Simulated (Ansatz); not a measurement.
Rocksalt SrTe, relaxed with r2SCAN, was run in Ansatz 0.2.0 under altered settings. All numbers are computed, without spin polarisation but where a row says otherwise.

```yaml
crystal:
  lattice:
    - [0.00000, 3.35276, 3.35276]
    - [3.35276, 0.00000, 3.35276]
    - [3.35276, 3.35276, 0.00000]
  atoms:
    - { symbol: Sr, position: [0.00000, 0.00000, 0.00000] }
    - { symbol: Te, position: [0.50000, 0.50000, 0.50000] }
```

The base run's other keys:
```yaml
kpoints:
  mp_grid: { grid: [4, 4, 4] }
hamiltonian:
  xc: hse06
scf:
  occupations: { method: fixed }
  n_extra_bands: 4
```

It takes 12 iterations with 1459 plane waves at 420 eV and 8 k points, and leaves a mean stress of -0.10 GPa. The gap over this mesh is 2.492 eV. It ran on 4 threads of Arm Neoverse V2, on a shared host.

Outcomes, with energy and stress as changes against the base:
```csv
setting,outcome,ΔF (meV/atom),Δ mean stress (GPa),gap on the mesh (eV),iterations,wall time
"PBE hybrid, exx coeff 0.4, unscreened",converged,–,-0.2,4.013,15,5.9 s
"PBE hybrid, exx coeff 0.2, omega 0.3 1/Å",converged,–,+0.1,2.205,11,5.4 s
"PBE hybrid, exx coeff 0.05, unscreened",converged,–,+0.3,2.035,9,5 s
"PBE hybrid, exx coeff 0.2, omega 0.1 1/Å",converged,–,0.0,2.575,11,5.3 s
basis.ecutwfc: 120,"converged, warned",+78372,-12.2,3.808,14,1.9 s
scf.mixing.ndim: 30,converged,0.0,0.0,2.492,12,5.4 s
```
A dash marks a value that wasn't obtained or can't be compared. Stress is positive in compression. The base took 5.5 s.

- PBE hybrid, exx coeff 0.4, unscreened. That is 40 % exact exchange, at all ranges, against HSE06's 25 % screened at 0.208 1/Å. The mean stress moves by -0.2 GPa and the gap on the mesh by +1.521 eV (to 4.013). Totals of different functionals aren't comparable.
- PBE hybrid, exx coeff 0.2, omega 0.3 1/Å. That is 20 % exact exchange, screened with ω = 0.3 1/Å, against HSE06's 25 % screened at 0.208 1/Å. The mean stress moves by +0.1 GPa and the gap on the mesh by -0.287 eV (to 2.205). Totals of different functionals aren't comparable.
- PBE hybrid, exx coeff 0.05, unscreened. That is 5 % exact exchange, at all ranges, against HSE06's 25 % screened at 0.208 1/Å. The mean stress moves by +0.3 GPa and the gap on the mesh by -0.457 eV (to 2.035). Totals of different functionals aren't comparable.
- basis.ecutwfc: 120. 229 plane waves in place of 1459. The free energy moves by +78372 meV an atom, the mean stress by -12.2 GPa and the gap on the mesh by +1.316 eV (to 3.808). The basis is too small: these are errors of the cutoff. Warned: cutoff below recommended.

Within 1 meV an atom, 0.1 GPa and 0.005 eV of the base stay: scf.mixing.ndim: 30.

Spin-orbit coupling is left out, which matters wherever the heavy atoms make up the band edges.

The program warns that its thresholds are loose for a hybrid's stress.

The meshes of the hybrids are coarse, so their gaps aren't converged to the digits shown.
